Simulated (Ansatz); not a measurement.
# Rb (I4/mmm) in Ansatz: settings compared

The runs below take Rb through projected density of states, with LDA, PBEsol, r2SCAN.

Program: Ansatz 0.2.0. These are calculated values, not measurements. Logs are shortened: lines on timing, memory, paths and dates and some standing lists are left out, and cuts for length are marked.

### Step 1. The crystal as given

Symmetry: I4/mmm, No. 139, tetragonal system. Conventional cell: a = 5.909 Å, b = 5.909 Å, c = 5.462 Å, α = 90.00°, β = 90.00°, γ = 90.00°.

This isn't the form of Rb at room conditions, which is bcc.

### Step 2. Projected density of states, LDA

input.yaml reads:

```yaml
crystal:
  lattice:
    - [-2.9545118615, 2.9545118615, 2.7308451955]
    - [2.9545118615, -2.9545118615, 2.7308451955]
    - [2.9545118615, 2.9545118615, -2.7308451955]
  atoms:
    - { symbol: Rb, position: [0.0, 0.0, 0.0] }
hamiltonian:
  xc: lda
  pseudopotentials: { kind: paw }
kpoints:
  mp_grid: { grid: [4, 4, 4] }
scf:
  occupations: { method: fermi_dirac, width: 0.05 }
  n_extra_bands: 6
output:
  forces: true
  stress: true
  eigenvalues: true
  dos: { projected: true, de: 0.05, nscf_kmesh: { grid: [6, 6, 6] } }
```

Potentials or basis: Ansatz PAW.

Command:

```
$ ansatz run input.yaml --threads 2 --pin off --max-ram 5632MiB --backend cpu --events-out ev --progress --plain --runs-dir out
```

Standard output:

```text
Warning: RAYON_NUM_THREADS=2 ignored (pool sized by the plan → 2); use --threads N
scf.n_extra_bands = 6 over 5 filled bands (N_el = 9.0): the run solves 11 bands
Engine: ansatz 0.2.0, aarch64-unknown-linux-gnu
Pseudopotentials: kind: paw
Pseudopotential: Rb, paw, valence charge 9, recommended cutoff 420 eV (normal), Rb.paw.azcp
Functional definition: SPW92
  exchange = slater_x
  correlation = pw_c
Crystal: 1 atoms, lattice volume = 95.352 Å³
Basis set: ecut = 420 eV, 1857 PW (Γ)
Bands: 11, of which v1, the nominal top of the filled ones, is band 5 counted from 1 (4 counted from 0)
Symmetry: 16 space group operations
Space group: I4/mmm (ITA 139), of the structure as read, at distance tolerance 4.6e-5 Å
k-points: 13 of 64
Non-local potential: Rb, projectors of the file, l = 0: 3, l = 1: 2, l = 2: 2
PAW form: soft (Blöchl's): semilocal exchange-correlation on the pseudo side does not see the compensation charge
PAW frozen core: Rb, regenerated for the run's functional, and the local potential with it (the file was generated under x = pbe(κ = 0.804, μ = 0.2195149727645171), c = pbe(β = 0.06672455060314922))
PAW one-centre angular grid: Rb, 110 points (default); XC on 64 Gauss nodes
Initial density: superposition of atomic densities (neutral atoms: chi_scale 0, normalization atom), corrected by the library's trained network
Initial wavefunctions: pseudopotential atomic-orbital guess
Functional: x = slater, c = lda
SCF iter   1: F=—  HF=-3170.680354 eV  |F-HF|=—  |Δ(HF+E_count)|=         —  Δρ=2.59e-3  dr2=2.87e-3  ethr=1.77e-3  ⟨swp⟩=7.6  Hψ=1119  notcnv=0
preconditioner: auto → none  [insulator: Δε(μ)=0.132 eV  Ē_g=4.199 eV  σ=0.050 eV  W_gap=0.57  n_scr=12 (ndim 8)  ℏωp=3.8 eV  f_vac=0.000  D(μ)=2.76/eV (n_scr^D=16)  ε∞_Penn≈1.8]
SCF iter   2: F=—  HF=-3170.680428 eV  |F-HF|=—  |Δ(HF+E_count)|=   7.43e-5  Δρ=1.09e-3  dr2=4.89e-4  ethr=3.19e-5  ⟨swp⟩=2.5  Hψ=308  notcnv=0  defer=2
SCF iter   3: F=—  HF=-3170.680505 eV  |F-HF|=—  |Δ(HF+E_count)|=   7.69e-5  Δρ=1.40e-4  dr2=1.12e-5  ethr=5.43e-6  ⟨swp⟩=1.5  Hψ=141  notcnv=0  defer=2
SCF iter   4: F=—  HF=-3170.680520 eV  |F-HF|=—  |Δ(HF+E_count)|=   1.55e-5  Δρ=9.61e-6  dr2=8.98e-8  ethr=1.25e-7  ⟨swp⟩=2.5  Hψ=161  notcnv=0  defer=2
iter 5 did not close the SCF: its close was put off for the readings that it lacked (scf_convergence_deferred on its scf_iter line)
SCF iter   5: F=-3170.680520 eV  HF=-3170.680520 eV  |F-HF|=2.66e-9  |Δ(HF+E_count)|=   4.24e-8  Δρ=2.29e-6  dr2=4.22e-9  ethr=9.97e-10  ⟨swp⟩=2.4  Hψ=181  notcnv=0  defer=2
SCF iter   6: F=-3170.680520 eV  HF=-3170.680520 eV  |F-HF|=1.41e-11  |Δ(HF+E_count)|=   1.22e-9  Δρ=3.09e-7  dr2=2.10e-11  ethr=4.68e-11  ⟨swp⟩=6.3  Hψ=723  notcnv=0
SCF 1 converged in 6 iterations: F = -3170.680520 eV  dr2 = 2.10e-11
NSCF: frozen V_eff on 30 k-points
SCF converged after 6 iterations
Free energy (F): -3170.680520 eV
Harris-Foulkes:  -3170.680520 eV  (|F-HF|=1.41e-11)
Internal energy: -3170.659328 eV  (E = F + TS)
E sigma→0 (E₀):  -3170.669924 eV
Entropy (-TS):   -0.021193 eV (-21.193 meV/atom)
Fermi energy:    1.525174 eV
--- Per-component energies (eV) ---
  E_band       = -122.419972
  E_kinetic    = 190.851370
  E_local      = -722.988968  (includes V_loc(G=0)·N_el)
  E_nonlocal   = 177.855675
  E_hartree    = 202.885067
  E_xc         = -127.240303
  E_vxc        = -134.002635  (∫ρ·V_xc dr)
  E_paw        = -2523.633510  (= ΣΔE_a)
  E_vpaw       = -39.905583  (= ΣTr[D̂ρ^β])
  E_aug_tail   = -0.000002  (compensation charges beyond the density's cutoff)
  E_ewald      = -368.659915
  E_core_change = 0.271259  (= ΣΔE_core)
  E_smearing   = -0.021193  (= −TS)
  E_closure    = 0.000000  (closes the sum)
  Σ components = -3170.680520   (vs F -3170.680520, Δ=0.00e0)
--- Forces (eV/Å), atoms counted from 1 ---
  atom   1  Rb     0.00000000    -0.00000000    -0.00000000
  max |Σ_I F_I| component: 8.01e-32 eV/Å
--- Stress (GPa, compression-positive) ---
       -0.360472       0.000000       0.000000
        0.000000      -0.360472       0.000000
        0.000000       0.000000      -0.555112
  P = ⅓ Tr σ = -0.4254 GPa (-4.254 kbar)
--- Band table (eV; the first three rows and the last of 13) ---
  k-point 0: bands = ["-27.3594", "-11.3971", "-11.3971", "-11.3958", "-0.3831", "4.8390", "5.2347", "5.2347", "5.7461", "6.2873", "8.0046"]
  k-point 1: bands = ["-27.3578", "-11.4394", "-11.4080", "-11.3957", "0.2668", "3.8284", "4.7147", "5.5560", "5.8727", "6.1025", "7.7565"]
  k-point 2: bands = ["-27.3562", "-11.4808", "-11.4201", "-11.3943", "1.6450", "2.2402", "4.3552", "5.4381", "6.3860", "6.9095", "7.2590"]
  k-point 12: bands = ["-27.3534", "-11.4610", "-11.4610", "-11.4470", "2.7667", "2.9277", "4.4247", "4.4247", "5.1842", "5.8948", "7.2619"]
```

Wall time 1.2 s (2 threads of Arm Neoverse V1, shared host); peak memory 0.27 GiB.

Results:

| Item | Value |
| --- | --- |
| Free energy | -3170.6805 eV |
| Pressure | -0.4 GPa |
| Band gap on the k mesh | none (metal or under the smearing width) |
| Density of states at the Fermi level | 1.14 states/eV per cell |

Stress tensor (GPa, compression positive):
```
-0.36  0.00  0.00
 0.00 -0.36  0.00
 0.00  0.00 -0.56
```

States per cell in windows of 0.5 eV (zero at the Fermi level; states under -8 eV left out):
```csv
from (eV),total,Rb 5s
-8.0,0.00,0.00
-7.5,0.00,0.00
-7.0,0.00,0.00
-6.5,0.00,0.00
-6.0,0.00,0.00
-5.5,0.00,0.00
-5.0,0.00,0.00
-4.5,0.00,0.00
-4.0,0.00,0.00
-3.5,0.00,0.00
-3.0,0.00,0.00
-2.5,0.00,0.00
-2.0,0.08,0.08
-1.5,0.21,0.20
-1.0,0.31,0.30
-0.5,0.46,0.42
0.0,0.60,0.48
0.5,0.43,0.18
1.0,1.08,0.07
1.5,0.83,0.03
2.0,1.16,0.07
2.5,0.87,0.02
3.0,0.91,0.03
3.5,1.32,0.02
4.0,1.33,0.01
4.5,1.84,0.01
5.0,0.58,0.01
5.5,1.67,0.01
6.0,0.26,0.00
6.5,0.06,0.00
7.0,0.00,0.00
7.5,0.00,0.00
```

Caveat: the k mesh is coarse (spacing up to 0.39 Å⁻¹), so the values aren't converged; the PAW data sets come from PBE, with cores solved anew for the run's functional, which leaves a small shift of forces and pressure; the density of states is complete only up to the lowest level of the last band computed.

### Step 3. Projected density of states, PBEsol

input.yaml, as its differences from that of step 2:

```diff
@@ -8,3 +8,3 @@
 hamiltonian:
-  xc: lda
+  xc: pbesol
   pseudopotentials: { kind: paw }
```

Potentials or basis: Ansatz PAW.

Command:

```
$ ansatz run input.yaml --threads 2 --pin off --max-ram 5632MiB --backend cpu --events-out ev --progress --plain --runs-dir out
```

Standard output:

```text
Warning: RAYON_NUM_THREADS=2 ignored (pool sized by the plan → 2); use --threads N
scf.n_extra_bands = 6 over 5 filled bands (N_el = 9.0): the run solves 11 bands
Engine: ansatz 0.2.0, aarch64-unknown-linux-gnu
Pseudopotentials: kind: paw
Pseudopotential: Rb, paw, valence charge 9, recommended cutoff 420 eV (normal), Rb.paw.azcp
Functional definition: PBEsol
  exchange = pbesol_x
  correlation = pbesol_c
Crystal: 1 atoms, lattice volume = 95.352 Å³
Basis set: ecut = 420 eV, 1857 PW (Γ), exchange–correlation on 72×72×72 points (8 copies of the dense FFT grid, shifted against one another)
Bands: 11, of which v1, the nominal top of the filled ones, is band 5 counted from 1 (4 counted from 0)
Symmetry: 16 space group operations
Space group: I4/mmm (ITA 139), of the structure as read, at distance tolerance 4.6e-5 Å
k-points: 13 of 64
Non-local potential: Rb, projectors of the file, l = 0: 3, l = 1: 2, l = 2: 2
PAW form: soft (Blöchl's): semilocal exchange-correlation on the pseudo side does not see the compensation charge
PAW frozen core: Rb, regenerated for the run's functional, and the local potential with it (the file was generated under x = pbe(κ = 0.804, μ = 0.2195149727645171), c = pbe(β = 0.06672455060314922))
PAW one-centre angular grid: Rb, 110 points (default); XC on 64 Gauss nodes
Initial density: superposition of atomic densities (neutral atoms: chi_scale 0, normalization atom), corrected by the library's trained network
Initial wavefunctions: pseudopotential atomic-orbital guess
Functional: x = pbesol(κ = 0.804, μ = 0.12345679012345678), c = pbesol(β = 0.046)
SCF iter   1: F=—  HF=-3216.942027 eV  |F-HF|=—  |Δ(HF+E_count)|=         —  Δρ=6.23e-4  dr2=1.97e-4  ethr=1.77e-3  ⟨swp⟩=8.1  Hψ=1129  notcnv=0
preconditioner: auto → none  [insulator: Δε(μ)=0.132 eV  Ē_g=4.249 eV  σ=0.050 eV  W_gap=0.57  n_scr=12 (ndim 8)  ℏωp=3.8 eV  f_vac=0.000  D(μ)=2.71/eV (n_scr^D=16)  ε∞_Penn≈1.8]
SCF iter   2: F=—  HF=-3216.942546 eV  |F-HF|=—  |Δ(HF+E_count)|=   5.19e-4  Δρ=2.32e-4  dr2=2.99e-5  ethr=2.18e-6  ⟨swp⟩=2.8  Hψ=330  notcnv=0  defer=2
SCF iter   3: F=—  HF=-3216.942585 eV  |F-HF|=—  |Δ(HF+E_count)|=   3.87e-5  Δρ=4.06e-5  dr2=1.02e-6  ethr=3.32e-7  ⟨swp⟩=2.5  Hψ=190  notcnv=0  defer=2
iter 4 did not close the SCF: its close was put off for the readings that it lacked (scf_convergence_deferred on its scf_iter line)
SCF iter   4: F=-3216.942586 eV  HF=-3216.942586 eV  |F-HF|=2.37e-8  |Δ(HF+E_count)|=   1.75e-6  Δρ=5.67e-6  dr2=3.67e-8  ethr=1.13e-8  ⟨swp⟩=2.2  Hψ=180  notcnv=0  defer=2
iter 5 did not close the SCF: its close was put off for the readings that it lacked (scf_convergence_deferred on its scf_iter line)
SCF iter   5: F=-3216.942586 eV  HF=-3216.942586 eV  |F-HF|=5.53e-10  |Δ(HF+E_count)|=   1.35e-8  Δρ=1.17e-6  dr2=7.45e-10  ethr=4.08e-10  ⟨swp⟩=2.2  Hψ=189  notcnv=0  defer=2
SCF iter   6: F=-3216.942586 eV  HF=-3216.942586 eV  |F-HF|=8.19e-12  |Δ(HF+E_count)|=  7.86e-10  Δρ=1.10e-7  dr2=1.16e-11  ethr=8.28e-12  ⟨swp⟩=4.5  Hψ=657  notcnv=0
SCF 1 converged in 6 iterations: F = -3216.942586 eV  dr2 = 1.16e-11
NSCF: frozen V_eff on 30 k-points
SCF converged after 6 iterations
Free energy (F): -3216.942586 eV
Harris-Foulkes:  -3216.942586 eV  (|F-HF|=8.19e-12)
Internal energy: -3216.921822 eV  (E = F + TS)
E sigma→0 (E₀):  -3216.932204 eV
Entropy (-TS):   -0.020764 eV (-20.764 meV/atom)
Fermi energy:    1.675370 eV
--- Per-component energies (eV) ---
  E_band       = -121.010616
  E_kinetic    = 190.793730
  E_local      = -720.037697  (includes V_loc(G=0)·N_el)
  E_nonlocal   = 175.058789
  E_hartree    = 202.708039
  E_xc         = -127.644988
  E_vxc        = -134.121463  (∫ρ·V_xc dr)
  E_paw        = -2569.263449  (= ΣΔE_a)
  E_vpaw       = -38.119971  (= ΣTr[D̂ρ^β])
  E_aug_tail   = -0.000001  (compensation charges beyond the density's cutoff)
  E_ewald      = -368.659915
  E_core_change = 0.123671  (= ΣΔE_core)
  E_smearing   = -0.020764  (= −TS)
  E_closure    = 0.000000  (closes the sum)
  Σ components = -3216.942586   (vs F -3216.942586, Δ=0.00e0)
--- Forces (eV/Å), atoms counted from 1 ---
  atom   1  Rb    -0.00000000     0.00000000     0.00000000
  max |Σ_I F_I| component: 2.62e-32 eV/Å
--- Stress (GPa, compression-positive) ---
       -0.116159       0.000000       0.000000
        0.000000      -0.116159       0.000000
        0.000000       0.000000      -0.284838
  P = ⅓ Tr σ = -0.1724 GPa (-1.724 kbar)
--- Band table (eV; the first three rows and the last of 13) ---
  k-point 0: bands = ["-27.1942", "-11.2430", "-11.2430", "-11.2425", "-0.2235", "5.0773", "5.4818", "5.4818", "5.9624", "6.5140", "8.0714"]
  k-point 1: bands = ["-27.1927", "-11.2844", "-11.2544", "-11.2416", "0.4229", "3.9891", "4.9310", "5.7851", "6.1188", "6.3010", "8.0205"]
  k-point 2: bands = ["-27.1911", "-11.3250", "-11.2663", "-11.2402", "1.8357", "2.3268", "4.5592", "5.6880", "6.6454", "6.9849", "7.5726"]
  k-point 12: bands = ["-27.1884", "-11.3054", "-11.3054", "-11.2926", "2.8871", "3.0682", "4.5665", "4.5665", "5.3315", "6.2607", "7.5329"]
```

Run time: 1.3 s. Hardware: 2 threads of Arm Neoverse V1, shared host; peak memory 0.29 GiB.

What came out:

| Property | Result |
| --- | --- |
| Free energy | -3216.9426 eV |
| Pressure | -0.2 GPa |
| Band gap on the k mesh | none (metal or under the smearing width) |
| Density of states at the Fermi level | 1.12 states/eV per cell |

States per cell in windows of 1 eV (zero at the Fermi level; states under -8 eV left out):
```csv
from (eV),total,Rb 5s
-8.0,0.00,0.00
-7.0,0.00,0.00
-6.0,0.00,0.00
-5.0,0.00,0.00
-4.0,0.00,0.00
-3.0,0.00,0.00
-2.0,0.27,0.27
-1.0,0.74,0.69
0.0,1.08,0.66
1.0,1.83,0.12
2.0,1.99,0.09
3.0,2.10,0.06
4.0,2.89,0.02
5.0,2.38,0.03
6.0,0.73,0.00
7.0,0.00,0.00
```

Caveat: the k mesh is coarse (spacing up to 0.39 Å⁻¹), so the values aren't converged; the PAW data sets come from PBE, with cores solved anew for the run's functional, which leaves a small shift of forces and pressure; the density of states is complete only up to the lowest level of the last band computed.

### Step 4. Projected density of states, r2SCAN

input.yaml, as its differences from that of step 3:

```diff
@@ -8,3 +8,3 @@
 hamiltonian:
-  xc: pbesol
+  xc: r2scan
   pseudopotentials: { kind: paw }
```

Command:

```
$ ansatz run input.yaml --threads 2 --pin off --max-ram 5632MiB --backend cpu --events-out ev --progress --plain --runs-dir out
```

Wall time 3.1 s (2 threads of Arm Neoverse V1, shared host); peak memory 0.55 GiB.

It converged, with:

```
Free energy                          : -3277.9522 eV
Pressure                             : 0.0 GPa
Band gap on the k mesh               : none (metal or under the smearing width)
Density of states at the Fermi level : 1.03 states/eV per cell
```

Stress tensor (GPa, compression positive):
```
 0.11  0.00  0.00
 0.00  0.11  0.00
 0.00  0.00 -0.07
```

Levels at points of the mesh, in eV from the Fermi level:
```
              k point  band 1  band 2  band 3  band 4  band 5  band 6  band 7  band 8  band 9
   (0.00, 0.00, 0.00)  -30.12  -13.60  -13.60  -13.60   -2.02    3.81    4.25    4.25    4.73
  (0.00, 0.00, -0.50)  -30.12  -13.69  -13.63  -13.60    0.28    0.57    3.20    4.50    5.48
  (0.00, -0.50, 0.00)  -30.12  -13.69  -13.63  -13.61    0.42    0.77    2.73    4.76    5.28
(-0.50, -0.50, -0.50)  -30.12  -13.66  -13.66  -13.65    1.24    1.47    3.14    3.14    3.99
```

States per cell in windows of 1 eV (zero at the Fermi level; states under -8 eV left out):
```csv
from (eV),total,Rb 5s
-8.0,0.00,0.00
-7.0,0.00,0.00
-6.0,0.00,0.00
-5.0,0.00,0.00
-4.0,0.00,0.00
-3.0,0.00,0.00
-2.0,0.27,0.27
-1.0,0.66,0.61
0.0,1.07,0.64
1.0,1.58,0.15
2.0,1.76,0.12
3.0,1.45,0.04
4.0,2.33,0.06
5.0,2.79,0.03
6.0,1.97,0.02
7.0,0.11,0.00
```

Caveat: the k mesh is coarse (spacing up to 0.39 Å⁻¹), so the values aren't converged; the PAW data sets come from PBE, with cores solved anew for the run's functional, which leaves a small shift of forces and pressure; the density of states is complete only up to the lowest level of the last band computed.

### Step 5. The runs side by side

```csv
level,cutoff (eV),gap on the mesh (eV),pressure (GPa)
LDA,420,none,-0.4
PBEsol,420,none,-0.2
r2SCAN,500,none,0.0
```

Alike in all rows: task projected density of states; potentials or basis Ansatz PAW; no spin polarisation; cell as given; k mesh 4 × 4 × 4; smearing fermi-dirac 0.05 eV; the mesh is coarse, so values aren't converged.

Caveats: all runs use coarse meshes; the PAW data sets come from PBE, with cores solved anew for the run's functional, which leaves a small shift of forces and pressure; the density of states is complete only up to the lowest level of the last band computed.

Absolute energies hang on the potentials; compare differences alone.
